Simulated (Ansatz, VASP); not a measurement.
## Ni in VASP and in Ansatz

INCAR

```
  ALGO = Normal
  EDIFF = 1E-7
  ENCUT = 520
  GGA = PS
  ISIF = 2
  ISMEAR = -1
  ISPIN = 2
  LASPH = True
  LCHARG = False
  LMAXMIX = 4
  LORBIT = 11
  LREAL = False
  LWAVE = False
  MAGMOM = 1 1
  NBANDS = 21
  NELM = 150
  PREC = Accurate
  SIGMA = 0.05
```

The input KPOINTS:

```
k-points
0
Gamma
  12 12 7
```

Contents of POSCAR:

```
Ni
1.0
    2.4802374197      0.0000000000      0.0000000000
   -1.2401187098      2.1479486129      0.0000000000
    0.0000000000      0.0000000000      4.1264032895
Ni
2
Direct
    0.6666666667      0.3333333333      0.7500000000
    0.3333333333      0.6666666667      0.2500000000
```

The input input.yaml:

```yaml
crystal:
  lattice:
    - [2.4802374197, 0.0, 0.0]
    - [-1.2401187098, 2.1479486129, 0.0]
    - [0.0, 0.0, 4.1264032895]
  atoms:
    - { symbol: Ni, position: [0.6666666667, 0.3333333333, 0.75], spin: 1.0 }
    - { symbol: Ni, position: [0.3333333333, 0.6666666667, 0.25], spin: 1.0 }
hamiltonian:
  xc: pbesol
  pseudopotentials: { kind: paw }
magnetization:
  spin_polarized: true
kpoints:
  mp_grid: { grid: [12, 12, 7] }
scf:
  occupations: { method: fermi_dirac, width: 0.05 }
output:
  forces: true
  stress: true
  eigenvalues: true
```

This isn't the form of Ni at room conditions, which is fcc.

Alike in both runs: task single point; functional PBEsol; k mesh 12 × 12 × 7; occupations fermi-dirac, width 0.05 eV; collinear spin.

|  | VASP | Ansatz |
| --- | --- | --- |
| version | VASP 6.6.1 | Ansatz 0.2.0 |
| potentials or method | VASP PAW PBE potentials, release 64 (Ni) | Ansatz PAW |
| plane-wave cutoff (eV) | 520 | 420 |
| valence electrons in the cell | 20 | 36 |

Ansatz gave:

* gap on the k mesh at the Fermi level (eV): none
* pressure (GPa): -10.6
* largest component of the traceless stress (GPa): 2.35
* net moment per atom (μB): 0.67
* size of the moment on the site where the two differ most (μB): 0.71

**Question.** Which values does VASP return?

**Answer.** gap on the k mesh at the Fermi level (eV): none; pressure (GPa): -10.5; largest component of the traceless stress (GPa): 2.31; net moment per atom (μB): 0.65; size of the moment on the site where the two differ most (μB): 0.66.

Site moments also hang on the region over which each program counts them. A gap of «none» marks a metal or a gap that the smearing closes. The two sets of potentials don't hold the same shells in valence.

Caveats: the PAW data sets were made with another functional, which shifts forces and pressure a little (VASP); the PAW data sets come from PBE, with cores solved anew for the run's functional, which leaves a small shift of forces and pressure (Ansatz).
